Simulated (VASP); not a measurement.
# How biaxial strain in the (001) plane changes Si2Ni (Fm-3m)

How do stress and energy of Si2Ni follow biaxial strain in the (001) plane?

Program: VASP 6.6.1. Level of theory: PBEsol, no spin polarisation; plane waves and PAW (Ni, Si), in the first sound run; inputs show where later runs differ. Results are calculated unless marked as measured.

## (1) The structure

Symmetry: Fm-3m, No. 225, cubic system. The conventional cell has a = 5.406 Å, b = 5.406 Å, c = 5.406 Å, α = 90.00°, β = 90.00°, γ = 90.00°. Nearest to Ni lie 8 Si at 2.34 Å. Nearest to Si lie 4 Ni at 2.34 Å. Farther neighbours are not listed.

## (2) Relax the crystal, PBEsol

The series starts from the cell that this level prefers, so that zero strain is near zero stress.

Level: PBEsol, no spin polarisation; plane waves and PAW (Ni, Si).

INCAR reads:

```
SYSTEM = Si2Ni
PREC = Accurate
ENCUT = 450
EDIFF = 1E-07
NELM = 120
ISMEAR = 1
SIGMA = 0.15
LREAL = .FALSE.
ALGO = Normal
GGA = PS
NBANDS = 15
LASPH = .TRUE.
LORBIT = 11
LWAVE = .FALSE.
LCHARG = .FALSE.
KPAR = 8
IBRION = 2
NSW = 40
ISIF = 3
EDIFFG = -0.005
POTIM = 0.4
```

POSCAR reads:

```
Si2Ni
1.0
    0.0000000000      2.7030000000      2.7030000000
    2.7030000000      0.0000000000      2.7030000000
    2.7030000000      2.7030000000      0.0000000000
Ni Si
1 2
Direct
    0.0000000000      0.0000000000      0.0000000000
    0.2500000000      0.2500000000      0.2500000000
    0.7500000000      0.7500000000      0.7500000000
```

KPOINTS reads:

```
Automatic mesh
0
Gamma
16 16 16
0 0 0
```

Potentials, in the order of the species: Ni and Si (PBE family, release 64).

On the command line:

```sh
> mpirun -np 8 vasp_std
```

Log:

```text
[banner, memory and clock lines left out]
running    8 mpi-ranks, on    1 nodes
[...]
|                                                                             |
|           W    W    AA    RRRRR   N    N  II  N    N   GGGG   !!!           |
|           W    W   A  A   R    R  NN   N  II  NN   N  G    G  !!!           |
|           W    W  A    A  R    R  N N  N  II  N N  N  G       !!!           |
|           W WW W  AAAAAA  RRRRR   N  N N  II  N  N N  G  GGG   !            |
|           WW  WW  A    A  R   R   N   NN  II  N   NN  G    G                |
|           W    W  A    A  R    R  N    N  II  N    N   GGGG   !!!           |
|                                                                             |
|     For optimal performance we recommend to set                             |
|       NCORE = 2 up to number-of-cores-per-socket                            |
|     NCORE specifies how many cores store one orbital (NPAR=cpu/NCORE).      |
|     This setting can greatly improve the performance of VASP for DFT.       |
[...]
DAV:  10    -0.189811640547E+02   -0.59715E-08   -0.30253E-08  2308   0.131E-03
   2 F= -.18981164E+02 E0= -.18981031E+02  d E =-.105453E-02
 trial-energy change:   -0.001055  1 .order   -0.001022   -0.004054    0.002010
 step:   0.6756(harm=  0.6685)  dis= 0.00000  next Energy=   -18.981489 (dE=-0.138E-02)
[...]
N       E                     dE             d eps       ncg     rms          rms(c)
DAV:   1    -0.189864508501E+02   -0.52868E-02   -0.37715E-02  4777   0.400E+00    0.681E-01
DAV:   2    -0.189977299715E+02   -0.11279E-01   -0.88466E-02  5270   0.772E+00    0.112E+00
DAV:   3    -0.189816333715E+02    0.16097E-01   -0.42283E-02  5137   0.531E+00    0.114E-01
DAV:   4    -0.189814929211E+02    0.14045E-03   -0.74816E-04  4560   0.280E-01    0.249E-02
DAV:   5    -0.189814890606E+02    0.38605E-05   -0.30760E-05  6723   0.883E-02    0.100E-02
DAV:   6    -0.189814889793E+02    0.81271E-07   -0.22596E-06  5967   0.156E-02    0.241E-03
DAV:   7    -0.189814890956E+02   -0.11634E-06   -0.12562E-07  3398   0.301E-03    0.129E-03
DAV:   8    -0.189814891823E+02   -0.86618E-07   -0.13800E-08  2399   0.170E-03
   3 F= -.18981489E+02 E0= -.18981338E+02  d E =-.137966E-02
[...]
reached required accuracy - stopping structural energy minimisation
```

Wall time 18 s (8 MPI ranks of AMD EPYC 9R45, shared host); peak memory 1.6 GiB.

The logs omit lines about the potential files and the build; timing stands in the text.

From OUTCAR (step 2):

```text
  Total        0.0013615      0.0013615      0.0013615      0.0000000     -0.0000000      0.0000000
  in kB        0.0556974      0.0556974      0.0556974      0.0000000     -0.0000000      0.0000000
  external PRESSURE =       0.0556974 kB  Pullay stress =       0.0000000 kB

 POSITION                                       TOTAL-FORCE (eV/Angst)
 -----------------------------------------------------------------------------------
      0.00000      0.00000      0.00000        -0.000000     -0.000000      0.000000
      1.34769      1.34769      1.34769         0.000000      0.000000      0.000000
      4.04308      4.04308      4.04308        -0.000000     -0.000000     -0.000000
 -----------------------------------------------------------------------------------
    total drift:                               -0.000000     -0.000000      0.000000

  FREE ENERGIE OF THE ION-ELECTRON SYSTEM (eV)
  ---------------------------------------------------
  free  energy   TOTEN  =       -18.9814891823 eV

  energy  without entropy=      -18.9810352337  energy(sigma->0) =      -18.98133787

 reached required accuracy - stopping structural energy minimisation

[... 3 further parts left out ...]
[key lines of the parts left out:]
E-fermi :  10.4797
```

This run gave:

| Item | Value |
| --- | --- |
| energy(sigma→0) of the program | -18.9813 eV |
| stress, compression positive | xx, yy, zz 0.01, 0.01, 0.01 GPa |
| volume | 39.165 Å³ |
| ionic steps | 3 |

## (3) Strain along the normal, PBEsol

One member in full: the plane is strained by 2 %, and the strain along the normal is moved by secant steps until the normal stress is under 0.012 GPa or five steps are spent; the atoms relax at each step.

This step took 4 runs, each at a new trial strain with the atoms of the one before; the last is shown.

Level: PBEsol, no spin polarisation; plane waves and PAW (Ni, Si); cell typed or built by script.

INCAR: that of step 2 with these lines changed.

```diff
@@ -15,7 +15,7 @@
 LCHARG = .FALSE.
-KPAR = 8
-IBRION = 2
-NSW = 40
-ISIF = 3
-EDIFFG = -0.005
-POTIM = 0.4
+KPAR = 2
+IBRION = 1
+NSW = 25
+ISIF = 2
+EDIFFG = -0.004
+POTIM = 0.3
```

POSCAR reads:

```
Si2Ni
1.0
    0.0000000000      2.7492939160      2.6208786480
    2.7492939160      0.0000000000      2.6208786480
    2.7492939160      2.7492939160      0.0000000000
Ni Si
1 2
Direct
    0.0000000000      0.0000000000      0.0000000000
    0.2500000000      0.2500000000      0.2500000000
    0.7500000000      0.7500000000      0.7500000000
```

KPOINTS is that of step 2.

On the command line:

```sh
> mpirun -np 2 vasp_std
```

Log:

```text
[banner, memory and clock lines left out]
running    2 mpi-ranks, on    1 nodes
[...]
[... a notice as in an earlier step ...]

 LDA part: xc-table for (Slater+PW92), standard interpolation
 POSCAR, INCAR and KPOINTS ok, starting setup
[...]
entering main loop
       N       E                     dE             d eps       ncg     rms          rms(c)
DAV:   1     0.595100505365E+02    0.59510E+02   -0.71510E+03 10590   0.109E+03
DAV:   2    -0.179747665946E+02   -0.77485E+02   -0.71376E+02 11226   0.211E+02
DAV:   3    -0.211818352206E+02   -0.32071E+01   -0.31340E+01 13740   0.473E+01
DAV:   4    -0.212362869725E+02   -0.54452E-01   -0.54415E-01 12458   0.597E+00
[...]
DAV:  13    -0.189689370208E+02    0.46771E-05   -0.15900E-05 13843   0.985E-02    0.633E-03
DAV:  14    -0.189689370398E+02   -0.19052E-07   -0.14294E-06 12157   0.979E-03    0.299E-03
DAV:  15    -0.189689370243E+02    0.15518E-07   -0.17673E-07  8601   0.102E-02
   1 F= -.18968937E+02 E0= -.18968876E+02  d E =-.189689E+02
 BRION: g(F)=  0.117E-50 g(S)=  0.000E+00
 reached required accuracy - stopping structural energy minimisation
```

Elapsed: 50 s, on 2 MPI ranks; peak memory 0.51 GiB.

From OUTCAR (step 3):

```text
  Total       -0.6677765     -0.6677765     -0.0001169      0.0000000     -0.0000000      0.0000000
  in kB      -27.0036480    -27.0036480     -0.0047280      0.0000000     -0.0000000      0.0000000
  external PRESSURE =     -18.0040080 kB  Pullay stress =       0.0000000 kB

 POSITION                                       TOTAL-FORCE (eV/Angst)
 -----------------------------------------------------------------------------------
      0.00000      0.00000      0.00000        -0.000000     -0.000000     -0.000000
      1.37465      1.37465      1.31044         0.000000     -0.000000      0.000000
      4.12394      4.12394      3.93132         0.000000      0.000000     -0.000000
 -----------------------------------------------------------------------------------
    total drift:                               -0.000000     -0.000000      0.000000

  FREE ENERGIE OF THE ION-ELECTRON SYSTEM (eV)
  ---------------------------------------------------
  free  energy   TOTEN  =       -18.9689370243 eV

  energy  without entropy=      -18.9687552336  energy(sigma->0) =      -18.96887643

[... 1 part as in an earlier step ...]

[... 3 further parts left out ...]
[key lines of the parts left out:]
E-fermi :  10.2846
```

Numbers from this step:

| Property | Result |
| --- | --- |
| energy(sigma→0) of the program | -18.9689 eV |
| stress, compression positive | xx, yy, zz -2.70, -2.70, 0.00 GPa |
| ionic steps | 1 |

## (4) The whole series

The other members went through these steps as far as the tables show, with the same cutoff and, step by step, the same mesh; 26 runs are not shown. The session took 0.92 core hours (wall time by ranks) on a shared machine.

| in-plane strain (%) | strain along the normal (%) | in-plane stress, tension positive (GPa) | energy above the unstrained row, extrapolated to no smearing (meV/atom) |
| --- | --- | --- | --- |
| -2.000 | 2.899 | -2.968 | 4.421 |
| -1.500 | 2.215 | -2.071 | 2.366 |
| -1.000 | 1.493 | -1.305 | 1.025 |
| -0.500 | 0.745 | -0.635 | 0.254 |
| 0 | 0.000 | 0.000 | 0.000 |
| 0.500 | -0.742 | ? | ? |
| 1.000 | -1.443 | 1.259 | 0.911 |
| 1.500 | -2.108 | 1.987 | 2.222 |
| 2.000 | -2.764 | 2.700 | 4.115 |

## (5) Stress from the known rows

Fitting a parabola to the 8 known rows (e: strain in %) gives stress = − 0.03873 e² + 1.377 e + 0.02841 in GPa; the residuals are 0.068 GPa r.m.s.

For the withheld row, e = 0.5, the fit gives 0.707 GPa.

## (6) Prediction against calculation

The calculation gives 0.590 GPa, so the prediction is 0.117 GPa too high, within twice the residual of the fit.

Slopes at zero strain, from cubics through all rows: strain ratio -1.483, stress over strain 124 GPa.

## (7) Summary of results

| Property | Result |
| --- | --- |
| error of the predicted stress | 0.117 GPa |
| ratio of normal to in-plane strain | -1.483 |
| biaxial modulus | 124 GPa |

As a check, the curvature of the energy gives 117 GPa for the same modulus (energy per volume = M × strain²), 5 % from the slope of the stress; these energies are extrapolated to no smearing, while the stress belongs to the free energy, so part of the difference may come from that. These are static values: temperature and zero-point motion are left out. In a metal the slopes also depend on mesh and smearing, which were held through the series.

[Lines on the potential files, build, host, timing and source positions are cut from VASP's logs without a mark.]

[Logs are printed without paths, hosts, clocks, repeated set-up lines and the standing remarks that a program may print on its own settings, such as how far it seeks lower states.]

[Hosts, paths, dates, database ids (printed as entryN), source tags and the programs' standing remarks are cut or masked in the printed files.]

[In band tables of VASP the shares of atoms and orbitals are scaled to a sum of 1 inside the atoms' spheres.]
